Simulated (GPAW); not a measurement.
# C (Fd-3m) in GPAW: a series of runs

One crystal, C, is run at these levels: PBE, HF; tasks: single point.

Program: GPAW 26.7.0. These are calculated values, not measurements. Logs are shortened: lines on timing, memory, paths and dates and some standing lists are left out, and cuts for length are marked. The log counts tension as positive stress, the text compression.

### Step 1. The crystal as given

It takes space group Fd-3m (No. 227, cubic). The conventional cell has a = 3.567 Å, b = 3.567 Å, c = 3.567 Å, α = 90.00°, β = 90.00°, γ = 90.00°. C (site symmetry -43m) has 4 C at 1.54 Å as nearest neighbours.

This isn't the form of C at room conditions, which is graphite.

### Step 2. Single point, PBE

Input file run.py:

```python
from ase.dft.bandgap import bandgap
from ase.io import write
from ase.spacegroup import crystal
from ase.units import GPa
from gpaw import GPAW, PW

# C 8a
atoms = crystal(['C'],
                basis=[[0.25, 0.25, 0.25]],
                spacegroup=227, setting=1,  # Fd-3m
                cellpar=[3.56674, 3.56674, 3.56674, 90.0, 90.0, 90.0],
                primitive_cell=True)

calc = GPAW(mode=PW(800),
            xc='PBE',
            kpts={'size': (16, 16, 16), 'gamma': True},
            occupations={'name': 'fermi-dirac', 'width': 0.05},
            nbands=11,
            convergence={'density': 1e-05, 'energy': 1e-05},
            maxiter=60,
            txt='gpaw.txt')
atoms.calc = calc
energy = atoms.get_potential_energy()
forces = atoms.get_forces()
stress = atoms.get_stress()
calc.write('gs.gpw')
write('result.traj', atoms)
print(f'Energy: {energy:.6f} eV')
print('Forces (eV/A):')
print(forces.round(4))
print('Stress (GPa):', (stress / GPa).round(3))
print('Fermi level:', round(calc.get_fermi_level(), 4), 'eV')
print(f'Gap: {bandgap(calc)[0]:.4f} eV, direct: {bandgap(calc, direct=True)[0]:.4f} eV')
```

Potentials or basis: GPAW PAW data sets (gpaw-data 1.2.1), pw.

Command:

```bash
OMP_NUM_THREADS=1 python run.py
```

gpaw.txt:

```text
__  _  _
 | _ |_)|_||  |
 |__||  | ||/\| - 26.7.0

Input parameters:
  mode=PW(ecut=800.0),
  convergence={'density': 1e-05, 'energy': 1e-05},
  kpts=MonkhorstPack(size=(16, 16, 16), gamma=True),
  maxiter=60,
  nbands=11,
  occupations=Occupations(name='fermi-dirac', width=0.05),
  xc=XC(name='PBE')

Diagonalizing LCAO Hamiltonian
Converting LCAO to pw mode

          C
       C

Atoms  # Å, Bohr magnetons
|   | symbol |        x |        y |        z |    initial magnetic moments |
|---|--------|----------|----------|----------|-----------------------------|
| 0 |      C | 0.891685 | 0.891685 | 0.891685 | ( 0.0000,  0.0000,  0.0000) |
| 1 |      C | 0.000000 | 0.000000 | 0.000000 | ( 0.0000,  0.0000,  0.0000) |

Unit cell  # Å
| periodic |        x |        y |        z |  lengths |    angles |
|----------|----------|----------|----------|----------|-----------|
|      yes | 0.000000 | 1.783370 | 1.783370 | 2.522066 | 60.000000 |
|      yes | 1.783370 | 0.000000 | 1.783370 | 2.522066 | 60.000000 |
|      yes | 1.783370 | 1.783370 | 0.000000 | 2.522066 | 60.000000 |

Number of symmetries: 24
Symmetry operations  # r_c * U_cc + t_c -> r_c
|    | kind |            matrix            |
|----|------|------------------------------|
|  0 |  E   |  1, 0, 0,  0, 1, 0,  0, 0, 1 |
|  1 |  σ   |  1, 0, 0,  0, 0, 1,  0, 1, 0 |
|  2 |  σ   |  1, 0,-1,  0, 1,-1,  0, 0,-1 |
|  3 |  C3  |  1, 0,-1,  0, 0,-1,  0, 1,-1 |
|  4 |  C3  |  1,-1, 0,  0,-1, 1,  0,-1, 0 |
|  5 |  σ   |  1,-1, 0,  0,-1, 0,  0,-1, 1 |
|  6 |  σ   |  0, 1, 0,  1, 0, 0,  0, 0, 1 |
|  7 |  C3  |  0, 1, 0,  0, 0, 1,  1, 0, 0 |
|  8 |  C2  |  0, 1,-1,  1, 0,-1,  0, 0,-1 |
|  9 |  S4  |  0, 1,-1,  0, 0,-1,  1, 0,-1 |
| 10 |  C3  |  0, 0, 1,  1, 0, 0,  0, 1, 0 |
| 11 |  σ   |  0, 0, 1,  0, 1, 0,  1, 0, 0 |
| 12 |  S4  |  0, 0,-1,  1, 0,-1,  0, 1,-1 |
| 13 |  C3  |  0, 0,-1,  0, 1,-1,  1, 0,-1 |
| 14 |  S4  |  0,-1, 1,  1,-1, 0,  0,-1, 0 |
| 15 |  C2  |  0,-1, 1,  0,-1, 0,  1,-1, 0 |
| 16 |  C3  |  0,-1, 0,  1,-1, 0,  0,-1, 1 |
| 17 |  S4  |  0,-1, 0,  0,-1, 1,  1,-1, 0 |
| 18 |  S4  | -1, 1, 0, -1, 0, 1, -1, 0, 0 |
| 19 |  C3  | -1, 1, 0, -1, 0, 0, -1, 0, 1 |
| 20 |  C3  | -1, 0, 1, -1, 1, 0, -1, 0, 0 |
| 21 |  S4  | -1, 0, 1, -1, 0, 0, -1, 1, 0 |
| 22 |  σ   | -1, 0, 0, -1, 1, 0, -1, 0, 1 |
| 23 |  C2  | -1, 0, 0, -1, 0, 1, -1, 1, 0 |

BZ-sampling:
  Number of BZ points: 4096
  Number of IBZ points: 145

  Monkhorst-Pack size: [16, 16, 16]
  Monkhorst-Pack shift: [0.03125, 0.03125, 0.03125]

K-points  # in reciprocal-cell coordinates
|     |                                coordinates |     weight |
|-----|--------------------------------------------|------------|
|   0 | (  0.00000000,   0.00000000,   0.00000000) | 0.00024414 |
|   1 | (  0.06250000,   0.06250000,   0.00000000) | 0.00146484 |
|   2 | (  0.06250000,   0.06250000,   0.06250000) | 0.00195312 |
|   3 | (  0.12500000,   0.06250000,   0.06250000) | 0.00292969 |
|   4 | (  0.12500000,   0.12500000,   0.00000000) | 0.00146484 |
|   5 | (  0.12500000,   0.12500000,   0.06250000) | 0.00585938 |
|   6 | (  0.12500000,   0.12500000,   0.12500000) | 0.00195312 |
|   7 | (  0.18750000,   0.12500000,   0.06250000) | 0.00585938 |
|   8 | (  0.18750000,   0.12500000,   0.12500000) | 0.00585938 |
|   9 | (  0.18750000,   0.18750000,   0.00000000) | 0.00146484 |
| ... |                                            |            |
| 144 | (  0.50000000,   0.50000000,   0.50000000) | 0.00097656 |

Plane wave coefficients: 604
Cutoff: 800.0 eV

Spin-components: 1 (collinear spins)
Bands:           11
Projectors:      10
Spin-degeneracy: 2
Datatype:        complex128

Parallelization:
  kpt:    1
  domain: 1
  band:   1

Density:
  Valence electrons: 8.0
  Components: 1
  Grid points: [18 18 18]
  Charge: 0.0  # |e|

Potential:
  Grid points: [18 18 18]

species:
  C:
    name:    Carbon
    Z:       6.0
    valence: 4
    core:    2
    charge:  0.0  # [|e|]
    compensation charges:
      type: gauss
      rc: 0.20  # [Å]
      lmax: 2
    cutoffs:
      filter: 1.14  # [Å]
      core: 1.14  # [Å]
    projectors
    | kind |    occ | energy [eV] | rcut [Å] |
    |------|--------|-------------|----------|
    |   2s |  2.000 |     -13.751 |    0.635 |
    |   2p |  2.000 |      -5.284 |    0.635 |
    |    s |        |      13.461 |    0.635 |
    |    p |        |      21.927 |    0.635 |
    |    d |        |       0.000 |    0.635 |

    Using partial waves for C as LCAO basis

Reference energy: -2055.256231  # eV

eigensolver:
  PPCG
  Converge bands: occupied
  niter=2

density mixing:
  MSR1-Mixer
  Pratt-step length: 0.05
  Maximum mixing coefficient: 0.75
  Old densities: 10
  SVD Regularization: 0.005
  Good broyden scale: 1.0
  Trust region scale: 1.0
  Backstep threshold: 4.0
  History deletion threshold: 6.0
  Fourier metric: weight=20.0, sigma=0.015

occupation numbers:
  Fermi-Dirac:
    width: 0.0500  # eV

poisson solver:
  ecut: 6400.0  # eV

xc functional:
  name: PBE with 2 nearest neighbor stencil

convergence criteria:
- Maximum integral of absolute [dens]ity change: 1e-05 electrons / valence electron
- Maximum [total energy] change in last 3 cyles: 1e-05 eV / valence electron
- Maximum integral of absolute [eigenst]ate change: 4e-08 eV^2 / valence electron
maximum number of iterations: 60

SCF iterations
|iter     | |      energy | eigst |  dens |
|---------|-|-------------|-------|-------|
|iter:   1| |  -18.692879 | +0.15 |       |
|iter:   2| |  -18.624193 | -2.77 | -0.81 |
|iter:   3| |  -18.199330 | -1.48 | -0.83 |
|iter:   4| |  -18.195250 | -2.62 | -1.48 |
|iter:   5| |  -18.195792 | -4.50 | -2.20 |
|iter:   6| |  -18.195793 | -6.33 | -3.38 |
|iter:   7| |  -18.195793c| -7.74c| -4.06 |
|iter:   8| |  -18.195793c| -8.48c| -5.30c|

Converged in 8 steps
Energy contributions relative to reference atoms: (reference = -2055.256231)

Energy contributions:
  Kinetic:          16.542248
  Coulomb:         -15.631164
  Zero:              0.042903
  External:          0.000000
  Xc:              -19.149780
  Entropy:          -0.000000
  Spinorbit:         0.000000
  ----------------------------
  Free energy:     -18.195793
  Extrapolated:    -18.195793

dipole moment: (-8.942988, -8.942988, -8.942988)  # |e|*Ang

Fermi level: 13.855
Eigenvalues  # (at kpt = [0.000, 0.000, 0.000])
| band index |      eig [eV] | occ [0-2] |
|------------|---------------|-----------|
|          0 |        -9.416 |     2.000 |
|          1 |        12.064 |     2.000 |
|          2 |        12.064 |     2.000 |
|          3 |        12.064 |     2.000 |
|          4 |        17.662 |     0.000 |
|          5 |        17.662 |     0.000 |
|          6 |        17.662 |     0.000 |
|          7 |        25.400 |     0.000 |
|          8 |        31.371 |     0.000 |
|          9 |        38.595 |     0.000 |
|         10 |        39.067 |     0.000 |

Gap: 4.133 eV
Transition (v -> c):
  (s=0, k=0, n=3, [0.00, 0.00, 0.00]) -> (s=0, k=50, n=4, [0.38, 0.38, 0.00])
Direct/indirect transitions are different
Direct gap: 5.598 eV
Transition at: (s=0, k=0, n=3, [0.00, 0.00, 0.00])

Forces  # eV/Ang
|       x |        y |        z |
|---------|----------|----------|
| 0.00000 |  0.00000 |  0.00000 |  # C    0
| 0.00000 | -0.00000 | -0.00000 |  # C    1

Stress tensor  # eV/Ang^3
|         x |         y |         z |
|-----------|-----------|-----------|
| -0.008862 |  0.000000 |  0.000000 |
|  0.000000 | -0.008862 |  0.000000 |
|  0.000000 |  0.000000 | -0.008862 |

# Writing to gs.gpw (mode='')
```

It took 18 s on 1 thread of Arm Neoverse V2, shared host; peak memory 0.15 GiB.

What came out:

* Free energy: -18.1958 eV
* Pressure: 1.4 GPa
* Band gap on the k mesh: 4.13 eV, indirect (least direct gap 5.60 eV)

A k mesh can miss the band edges. PBE gaps usually lie below the measured ones, often by a third to a half.

### Step 3. Single point, HF

Input file run.py:

```python
from ase.dft.bandgap import bandgap
from ase.io import read, write
from gpaw import GPAW, PW

atoms = read('POSCAR')

calc = GPAW(mode=PW(600),
            xc='EXX',
            kpts={'size': (6, 6, 6), 'gamma': True},
            occupations={'name': 'fermi-dirac', 'width': 0.05},
            nbands=9,
            convergence={'density': 1e-05, 'energy': 1e-05},
            maxiter=60,
            txt='gpaw.txt')
atoms.calc = calc
energy = atoms.get_potential_energy()
calc.write('gs.gpw')
write('result.traj', atoms)
print(f'Energy: {energy:.6f} eV')
print('Fermi level:', round(calc.get_fermi_level(), 4), 'eV')
print(f'Gap: {bandgap(calc)[0]:.4f} eV, direct: {bandgap(calc, direct=True)[0]:.4f} eV')
```

Input file POSCAR:

```
C
1.0
    0.0000000000      1.7833700000      1.7833700000
    1.7833700000      0.0000000000      1.7833700000
    1.7833700000      1.7833700000      0.0000000000
C
2
Direct
    0.7500000000      0.7500000000      0.7500000000
    0.5000000000      0.5000000000      0.5000000000
```

Potentials or basis: GPAW PAW data sets (gpaw-data 1.2.1), pw.

Command:

```bash
OMP_NUM_THREADS=1 python run.py
```

It took 23 min on 1 thread of Arm Neoverse V2, shared host; peak memory 0.22 GiB.

The run converged. Its results:

```yaml
Free_energy: -7.3835 eV
Band_gap_on_the_k_mesh: 12.64 eV, indirect (least direct gap 14.80 eV)
```

Levels at points of the mesh, in eV from the valence-band top:
```
           k point  band 1  band 2  band 3  band 4  band 5
(0.00, 0.00, 0.00)  -29.27    0.00    0.00    0.00   14.80
(0.50, 0.50, 0.00)  -17.72  -17.72   -8.35   -8.35   13.27
(0.50, 0.50, 0.50)  -21.89  -17.90   -3.74   -3.74   18.33
```

Caveat: the k mesh is coarse (spacing up to 0.51 Å⁻¹), so the values aren't converged, least of all with exact exchange; the PAW data sets were made with another functional, which shifts forces and pressure a little. A k mesh can miss the band edges.
